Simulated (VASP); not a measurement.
# InSb (F-43m) in VASP: settings compared, part 2 of 3

VASP 6.6.1. The steps go on from the part before.

## (3) Relaxation of cell and atoms, LDA

This run uses another cell than the first one, of 33.62 Å³/atom, 0.989 times its volume.

Input file INCAR:

```
PREC     = Accurate       # precision mode
ENCUT    = 600            # plane-wave cutoff, eV
EDIFF    = 1E-7           # SCF threshold, eV
ISMEAR   = 0              # smearing method
SIGMA    = 0.03           # smearing width, eV
LREAL    = False          # projectors in reciprocal space
LASPH    = True           # aspherical terms in the spheres
NELM     = 80             # most SCF steps
ALGO     = Normal         # electronic algorithm
ISIF     = 3              # what is computed and relaxed
LWAVE    = False          # write WAVECAR
LCHARG   = False          # write CHGCAR
GGA      = CA             # functional
IBRION   = 2              # ionic algorithm
NSW      = 90             # ionic steps
EDIFFG   = -0.005         # ionic threshold
```

Input file KPOINTS:

```
Automatic mesh
0
Gamma
  10 10 10
```

Input file POSCAR:

```
InSb                                    
1.0
    0.0000000000      3.2274776889      3.2274776889
    3.2274776889     -0.0000000000      3.2274776889
    3.2274776889      3.2274776889      0.0000000000
  In              Sb            
     1     1
Direct
     0.0000000000000000    0.0000000000000000    0.0000000000000000
     0.2500000000000000    0.2500000000000000    0.2500000000000000
```

Potentials or basis: VASP PAW LDA potentials, release 64 (In_d, Sb).

Started as:

```console
$ cat potpaw_LDA.64/In_d/POTCAR potpaw_LDA.64/Sb/POTCAR > POTCAR
$ mpirun -np 1 vasp_std > vasp.out
```

OUTCAR:

```text
PREC = Accurate
   ENCUT = 600
   EDIFF = 1E-7
   ISMEAR = 0
   LREAL = False
   LASPH = True
   NELM = 80
   ISIF = 3
   GGA = CA
   IBRION = 2
   NSW = 90
   EDIFFG = -0.005

 ion  position               nearest neighbor table
   1  0.000  0.000  0.000-   2 2.80   2 2.80   2 2.80   2 2.80
   2  0.250  0.250  0.250-   1 2.80   1 2.80   1 2.80   1 2.80

  LATTYP: Found a face centered cubic cell.
 ALAT       =     6.4549553778

  Lattice vectors:

 A1 = (   0.0000000000,   3.2274776889,   3.2274776889)
 A2 = (   3.2274776889,   0.0000000000,   3.2274776889)
 A3 = (   3.2274776889,   3.2274776889,   0.0000000000)

Analysis of symmetry for initial positions (statically):
=====================================================================
 Subroutine PRICEL returns:
 Original cell was already a primitive cell.

 Routine SETGRP: Setting up the symmetry group for a
 face centered cubic supercell.

 Subroutine GETGRP returns: Found 24 space group operations
 (whereof 24 operations were pure point group operations)
 out of a pool of 48 trial point group operations.

The static configuration has the point symmetry T_d .

Analysis of symmetry for dynamics (positions and initial velocities):
=====================================================================
 Subroutine PRICEL returns:
 Original cell was already a primitive cell.

 Routine SETGRP: Setting up the symmetry group for a
 face centered cubic supercell.

 Subroutine GETGRP returns: Found 24 space group operations
 (whereof 24 operations were pure point group operations)
 out of a pool of 48 trial point group operations.

The dynamic configuration has the point symmetry T_d .

 Subroutine INISYM returns: Found 24 space group operations
 (whereof 24 operations are pure point group operations),
 and found     1 'primitive' translations

----------------------------------------------------------------------------------------
[... 118 lines left out ...]
   GGA     = CA    functional components
   LHFCALC =     F    Hartree Fock is set to
   AEXX    =    0.0000 exact exchange contribution
   IVDW    =     0    specifies the selected vdW correction
   LEPSILON=     F    determine dielectric tensor
   LRPA    =     F    only Hartree local field effects (RPA)
 conjugate gradient relaxation of ions
 non-spin polarized calculation
 Gauss-broadening in eV      SIGMA  =   0.03
  energy-cutoff  :      600.00
  volume of cell :       67.24
 maximum number of plane-waves:      2272
   NGX = 19   NGY = 19   NGZ = 19

 number of electron      17.9999995 magnetization

 Free energy of the ion-electron system (eV)
  ---------------------------------------------------
  ext. energy  EPLUGINS =         0.00000000
  ---------------------------------------------------
  free energy    TOTEN  =        -8.21562451 eV

  energy without entropy =       -8.21557823  energy(sigma->0) =       -8.21560137

 E-fermi :   5.0183     XC(G=0):  -9.0393

 val. band max:        5.0091370874   @ k =   0.0000   0.0000   0.0000
 cond. band min:       5.4492788736   @ k =   0.5000   0.0000   0.0000
 fundamental gap:      0.4401417862
 Fermi energy:         5.0182741075

 k-point     1 :       0.0000    0.0000    0.0000
  band No.  band energies     occupation
      1      -9.5737      2.00000
      2      -9.5737      2.00000
      3      -9.5737      2.00000
      4      -9.4832      2.00000
      5      -9.4832      2.00000
      6      -5.8351      2.00000
      7       4.7065      2.00000
      8       5.0091      1.33333
      9       5.0091      1.33333
     10       5.0091      1.33333
     11       7.9173      0.00000
     12       7.9173      0.00000
     13       7.9173      0.00000
[... 354 lines left out ...]
  band No.  band energies     occupation
      1      -9.6427      2.00000
      2      -9.5386      2.00000
      3      -9.5376      2.00000
      4      -9.4980      2.00000
      5      -9.4764      2.00000
      6      -4.4399      2.00000
      7      -0.0570      2.00000
      8       2.7980      2.00000
      9       3.0615      2.00000
     10       6.4352      0.00000
     11       7.2228      0.00000
     12      10.8081      0.00000
     13      11.3559      0.00000

 [... further k-points ...]
[... 5 lines left out ...]
  --------------------------------------------------------------------------------------
  -------------------------------------------------------------------------------------
  Total       -0.0039825     -0.0039825     -0.0039825     -0.0000000      0.0000000      0.0000000
  in kB       -0.0948958     -0.0948958     -0.0948958     -0.0000000      0.0000000      0.0000000
  external PRESSURE =      -0.0948958 kB  Pullay stress =       0.0000000 kB

 VOLUME and BASIS-vectors are now :
 -----------------------------------------------------------------------------
  energy-cutoff  :      600.00
  volume of cell :       67.24
      direct lattice vectors                 reciprocal lattice vectors
     0.000000000  3.227477689  3.227477689    -0.154919739  0.154919739  0.154919739
     3.227477689  0.000000000  3.227477689     0.154919739 -0.154919739  0.154919739
     3.227477689  3.227477689  0.000000000     0.154919739  0.154919739 -0.154919739

 POSITION                                       TOTAL-FORCE (eV/Angst)
 -----------------------------------------------------------------------------------
      0.00000      0.00000      0.00000        -0.000000     -0.000000     -0.000000
      1.61374      1.61374      1.61374         0.000000      0.000000      0.000000
 -----------------------------------------------------------------------------------
    total drift:                               -0.000000     -0.000000     -0.000000

  FREE ENERGIE OF THE ION-ELECTRON SYSTEM (eV)
  ---------------------------------------------------
  free  energy   TOTEN  =        -8.2156245071 eV

  energy  without entropy=       -8.2155782284  energy(sigma->0) =       -8.21560137

 reached required accuracy - stopping structural energy minimisation
```

Wall time 26 s (1 thread of Intel Xeon Platinum 8488C (Sapphire Rapids), shared host); peak memory 0.2 GiB.

What came out:

* Free energy: -8.2156 eV
* Pressure after relaxing: 0.0 GPa
* Band gap on the k mesh: none (metal or under the smearing width)

Final structure:
```
In Sb
1.0
     0.00000    3.22748    3.22748
     3.22748    0.00000    3.22748
     3.22748    3.22748    0.00000
In Sb
1 1
Direct
  0.00000 0.00000 0.00000
  0.25000 0.25000 0.25000
```

Levels at points of the mesh, in eV from the Fermi level:
```tsv
k point	band 6	band 7	band 8	band 9	band 10	band 11	band 12	band 13
(0.00, 0.00, 0.00)	-10.85	-0.31	-0.01	-0.01	-0.01	2.90	2.90	2.90
(0.50, 0.00, 0.00)	-9.46	-5.74	-1.04	-1.04	0.43	3.76	3.76	5.93
(0.50, 0.50, 0.00)	-8.83	-6.03	-2.32	-2.32	1.22	1.24	8.10	8.10
```

Caveat: the relaxation stopped at its first step, so nothing moved; this crystal is a semiconductor, whose small gap the functional closes, so the metal is an error of the method. The run has no spin-orbit coupling, so splittings on Sb are missing.

## (4) Relaxation of cell and atoms, PBEsol

Input file INCAR:

```
ALGO = Normal
EDIFF = 1E-6
EDIFFG = -0.01
ENCUT = 600
GGA = PS
IBRION = 2
ISIF = 3
ISMEAR = 0
LASPH = T
LCHARG = F
LREAL = F
LWAVE = F
NELM = 80
NSW = 90
PREC = Accurate
SIGMA = 0.03
```

Input file KPOINTS:

```
k-points
0
Gamma
  10 10 10
```

Input file POSCAR:

```
InSb
1.0
    0.0000000000      3.2391000000      3.2391000000
    3.2391000000      0.0000000000      3.2391000000
    3.2391000000      3.2391000000      0.0000000000
In Sb
1 1
Direct
    0.0000000000      0.0000000000      0.0000000000
    0.2500000000      0.2500000000      0.2500000000
```

Potentials or basis: VASP PAW PBE potentials, release 64 (In_d, Sb).

Started as:

```console
$ cat potpaw_PBE.64/In_d/POTCAR potpaw_PBE.64/Sb/POTCAR > POTCAR
$ mpirun -np 1 vasp_std > vasp.out
```

OUTCAR:

```text
EDIFF = 1E-6
   EDIFFG = -0.01
   ENCUT = 600
   GGA = PS
   IBRION = 2
   ISIF = 3
   ISMEAR = 0
   LASPH = T
   LREAL = F
   NELM = 80
   NSW = 90
   PREC = Accurate

 ion  position               nearest neighbor table
   1  0.000  0.000  0.000-   2 2.81   2 2.81   2 2.81   2 2.81
   2  0.250  0.250  0.250-   1 2.81   1 2.81   1 2.81   1 2.81

  LATTYP: Found a face centered cubic cell.
 ALAT       =     6.4782000000

  Lattice vectors:

 A1 = (   0.0000000000,   3.2391000000,   3.2391000000)
 A2 = (   3.2391000000,   0.0000000000,   3.2391000000)
 A3 = (   3.2391000000,   3.2391000000,   0.0000000000)

Analysis of symmetry for initial positions (statically):
=====================================================================
 Subroutine PRICEL returns:
 Original cell was already a primitive cell.

 Routine SETGRP: Setting up the symmetry group for a
 face centered cubic supercell.

 Subroutine GETGRP returns: Found 24 space group operations
 (whereof 24 operations were pure point group operations)
 out of a pool of 48 trial point group operations.

The static configuration has the point symmetry T_d .

Analysis of symmetry for dynamics (positions and initial velocities):
=====================================================================
 Subroutine PRICEL returns:
 Original cell was already a primitive cell.

 Routine SETGRP: Setting up the symmetry group for a
 face centered cubic supercell.

 Subroutine GETGRP returns: Found 24 space group operations
 (whereof 24 operations were pure point group operations)
 out of a pool of 48 trial point group operations.

The dynamic configuration has the point symmetry T_d .

 Subroutine INISYM returns: Found 24 space group operations
 (whereof 24 operations are pure point group operations),
 and found     1 'primitive' translations

----------------------------------------------------------------------------------------

                                     Primitive cell

  volume of cell :      67.9678

  direct lattice vectors                    reciprocal lattice vectors
     0.000000000  3.239100000  3.239100000    -0.154363867  0.154363867  0.154363867
     3.239100000  0.000000000  3.239100000     0.154363867 -0.154363867  0.154363867
     3.239100000  3.239100000  0.000000000     0.154363867  0.154363867 -0.154363867

  length of vectors
     4.580779150  4.580779150  4.580779150     0.267366060  0.267366060  0.267366060

  position of ions in fractional coordinates (direct lattice)
     0.000000000  0.000000000  0.000000000
     0.250000000  0.250000000  0.250000000

  ion indices of the primitive-cell ions
   primitive index   ion index
                 1           1
                 2           2

----------------------------------------------------------------------------------------

 KPOINTS: k-points

Automatic generation of k-mesh.
 Grid dimensions read from file:
 generate k-points for:   10   10   10

 Generating k-lattice:

  Cartesian coordinates                     Fractional coordinates (reciprocal lattice)
    -0.015436387  0.015436387  0.015436387     0.100000000  0.000000000  0.000000000
     0.015436387 -0.015436387  0.015436387     0.000000000  0.100000000  0.000000000
     0.015436387  0.015436387 -0.015436387     0.000000000  0.000000000  0.100000000

[... 45 lines left out ...]
   NGXF,Y,Z  is equivalent  to a cutoff of  29.03, 29.03, 29.03 a.u.
 SYSTEM =  unknown system
   PREC   = accura    normal or accurate (medium, high low for compatibility)
   ISTART =      0    job   : 0-new  1-cont  2-samecut
   ICHARG =      2    charge: 1-file 2-atom 10-const
   ISPIN  =      1    spin polarized calculation?
   LNONCOLLINEAR =      F non collinear calculations
   LSORBIT =      F    spin-orbit coupling
   LASPH  =      T    aspherical Exc in radial PAW
   ENCUT  =  600.0 eV  44.10 Ry    6.64 a.u.   9.15  9.15  9.15*2*pi/ulx,y,z
   NELM   =     80;   NELMIN=  2; NELMDL= -5     # of ELM steps
   EDIFF  = 0.1E-05   stopping-criterion for ELM
   LREAL  =      F    real-space projection
   EDIFFG = -.1E-01   stopping-criterion for IOM
   NSW    =     90    number of steps for IOM
   IBRION =      2    ionic relax: 0-MD 1-quasi-New 2-CG
   NFREE  =      1    steps in history (QN), initial steepest desc. (CG)
   ISIF   =      3    stress and relaxation
   ISYM   =      2    0-nonsym 1-usesym 2-fastsym
   POTIM  = 0.5000    time-step for ionic-motion
   TEBEG  =    0.0;   TEEND  =   0.0 temperature during run
   PSTRESS=    0.0 pullay stress
   NELECT =      18.0000    total number of electrons
   NUPDOWN=      -1.0000    fix difference up-down
   EMIN   =  10.00;   EMAX   =-10.00  energy-range for DOS
   EFERMI =   0.00;   METHOD = LEGACY
   ISMEAR =     0;   SIGMA  =   0.03  broadening in eV -4-tet -1-fermi 0-gaus
   EFERMI_NEDOS =   21; number of points for ismear=-14 and -15
   IALGO  =     38    algorithm
   IMIX   =      4    mixing-type and parameters
     AMIX     =   0.40;   BMIX     =  1.00
     AMIX_MAG =   1.60;   BMIX_MAG =  1.00
  volume/ion in A,a.u.               =      33.98       229.33
  Fermi-wavevector in a.u.,A,eV,Ry     =   1.051311  1.986690 15.037912  1.105255
  Thomas-Fermi vector in A             =   2.186349
   LORBIT       =      0    0 simple, 1 ext, 2 COOP (PROOUT), +10 PAW based schemes
   GGA     = PS    functional components
   LHFCALC =     F    Hartree Fock is set to
   AEXX    =    0.0000 exact exchange contribution
   IVDW    =     0    specifies the selected vdW correction
   LEPSILON=     F    determine dielectric tensor
   LRPA    =     F    only Hartree local field effects (RPA)
 conjugate gradient relaxation of ions
 non-spin polarized calculation
 Gauss-broadening in eV      SIGMA  =   0.03
  energy-cutoff  :      600.00
  volume of cell :       67.97
 maximum number of plane-waves:      2288
 NGX is ok and might be reduce to    40
   NGX = 19   NGY = 19   NGZ = 19

--------------------------------------- Ionic step        1  -------------------------------------------

 number of electron      18.0000001 magnetization

 Free energy of the ion-electron system (eV)
  ---------------------------------------------------
  ext. energy  EPLUGINS =         0.00000000
  ---------------------------------------------------
  free energy    TOTEN  =        -7.69620008 eV

  energy without entropy =       -7.69615381  energy(sigma->0) =       -7.69617694

------------------------ aborting loop because EDIFF is reached ----------------------------------------

  FORCE on cell =-STRESS in cart. coord.  units (eV):
  Direction    XX          YY          ZZ          XY          YZ          ZX
  --------------------------------------------------------------------------------------
  -------------------------------------------------------------------------------------
  Total        0.3733145      0.3733145      0.3733145      0.0000000      0.0000000      0.0000000
  in kB        8.7999929      8.7999929      8.7999929      0.0000000      0.0000000      0.0000000
  external PRESSURE =       8.7999929 kB  Pullay stress =       0.0000000 kB
[... 23 lines left out ...]
--------------------------------------- Ionic step        2  -------------------------------------------

 number of electron      17.9999998 magnetization

 E-fermi :   4.6953     XC(G=0):  -8.7563

 val. band max:        4.6861368971   @ k =   0.0000   0.0000   0.0000
 cond. band min:       5.1124891814   @ k =   0.5000   0.0000   0.0000
 fundamental gap:      0.4263522843
 Fermi energy:         4.6952739681

 k-point     1 :       0.0000    0.0000    0.0000
  band No.  band energies     occupation
      1      -9.7992      2.00000
      2      -9.7992      2.00000
      3      -9.7992      2.00000
      4      -9.7199      2.00000
      5      -9.7199      2.00000
      6      -5.8970      2.00000
      7       4.2753      2.00000
      8       4.6861      1.33333
      9       4.6861      1.33333
     10       4.6861      1.33333
     11       7.6202      0.00000
     12       7.6202      0.00000
     13       7.6202      0.00000
[... 403 lines left out ...]
--------------------------------------- Ionic step        3  -------------------------------------------

 number of electron      17.9999999 magnetization

 Free energy of the ion-electron system (eV)
  ---------------------------------------------------
  ext. energy  EPLUGINS =         0.00000000
  ---------------------------------------------------
  free energy    TOTEN  =        -7.69983402 eV

  energy without entropy =       -7.69978774  energy(sigma->0) =       -7.69981088

 E-fermi :   4.7705     XC(G=0):  -8.7870

 val. band max:        4.7613194605   @ k =   0.0000   0.0000   0.0000
 cond. band min:       5.1999534527   @ k =   0.5000   0.0000   0.0000
 fundamental gap:      0.4386339922
 Fermi energy:         4.7704565351

 k-point     1 :       0.0000    0.0000    0.0000
  band No.  band energies     occupation
      1      -9.7386      2.00000
      2      -9.7386      2.00000
      3      -9.7386      2.00000
      4      -9.6574      2.00000
      5      -9.6574      2.00000
      6      -5.8669      2.00000
      7       4.3916      2.00000
      8       4.7613      1.33333
      9       4.7613      1.33333
     10       4.7613      1.33333
     11       7.6947      0.00000
     12       7.6947      0.00000
     13       7.6947      0.00000
[... 397 lines left out ...]
  FREE ENERGIE OF THE ION-ELECTRON SYSTEM (eV)
  ---------------------------------------------------
  free  energy   TOTEN  =        -7.6998340192 eV

  energy  without entropy=       -7.6997877405  energy(sigma->0) =       -7.69981088

 reached required accuracy - stopping structural energy minimisation
```

OSZICAR:

```text
N       E                     dE             d eps       ncg     rms          rms(c)
DAV:   1     0.114085304536E+03    0.11409E+03   -0.87354E+03  1222   0.155E+03
[... 23 lines left out ...]
DAV:   1    -0.770864537140E+01   -0.93034E-02   -0.22293E-01  1532   0.944E+00    0.579E-01
DAV:   2    -0.770108181773E+01    0.75636E-02   -0.17013E-02  1477   0.299E+00    0.208E-01
DAV:   3    -0.769986872846E+01    0.12131E-02   -0.37461E-03  1627   0.125E+00    0.102E-01
DAV:   4    -0.769984641991E+01    0.22309E-04   -0.12236E-04  1242   0.110E-01    0.670E-02
DAV:   5    -0.769983300302E+01    0.13417E-04   -0.18968E-05  1536   0.435E-02    0.298E-02
DAV:   6    -0.769983430847E+01   -0.13054E-05   -0.50916E-06  1729   0.238E-02    0.491E-03
DAV:   7    -0.769983401924E+01    0.28922E-06   -0.30207E-07   631   0.104E-02
   3 F= -.76998340E+01 E0= -.76998109E+01  d E =-.363393E-02
```

Wall time 66 s (1 thread of Intel Xeon 6975P-C (Granite Rapids), shared host); peak memory 0.28 GiB.

Results:

```yaml
Free_energy: -7.6998 eV
Relaxed_volume: 34.66 Å³/atom
Relaxed_cell: a = 4.611 Å, b = 4.611 Å, c = 4.611 Å, α = 60.00°, β = 60.00°, γ = 60.00°
Space_group_after_relaxing_to_0.05_Å: F-43m (No. 216)
Energy_gained_by_relaxing: 1.8 meV/atom
Ionic_steps: 3
Pressure_after_relaxing: 0.0 GPa
Band_gap_on_the_k_mesh: none (metal or under the smearing width)
```

Step by step:
```
step  energy change (eV)  largest force (eV/Å)  pressure (GPa)  volume (Å³)
   1              0.0000                0.0000            0.88        67.97
   2             -0.0031                0.0000           -0.31        69.82
   3             -0.0036                0.0000           -0.01        69.31
```

Final structure:
```
CELL_PARAMETERS angstrom
0.00000 3.26032 3.26032
3.26032 0.00000 3.26032
3.26032 3.26032 0.00000
ATOMIC_POSITIONS crystal
In 0.00000 0.00000 0.00000
Sb 0.25000 0.25000 0.25000
```

Levels at points of the mesh, in eV from the Fermi level:
| k point | band 6 | band 7 | band 8 | band 9 | band 10 | band 11 | band 12 | band 13 |
| --- | --- | --- | --- | --- | --- | --- | --- | --- |
| (0.00, 0.00, 0.00) | -10.64 | -0.38 | -0.01 | -0.01 | -0.01 | 2.92 | 2.92 | 2.92 |
| (0.50, 0.00, 0.00) | -9.31 | -5.58 | -0.99 | -0.99 | 0.43 | 3.76 | 3.76 | 5.96 |
| (0.50, 0.50, 0.00) | -8.72 | -5.88 | -2.22 | -2.22 | 1.27 | 1.28 | 8.00 | 8.00 |

Caveat: the PAW data sets were made with another functional, which shifts forces and pressure a little; this crystal is a semiconductor, whose small gap the functional closes, so the metal is an error of the method. The run has no spin-orbit coupling, so splittings on Sb are missing.

(Part 2 of 3 ends here.)
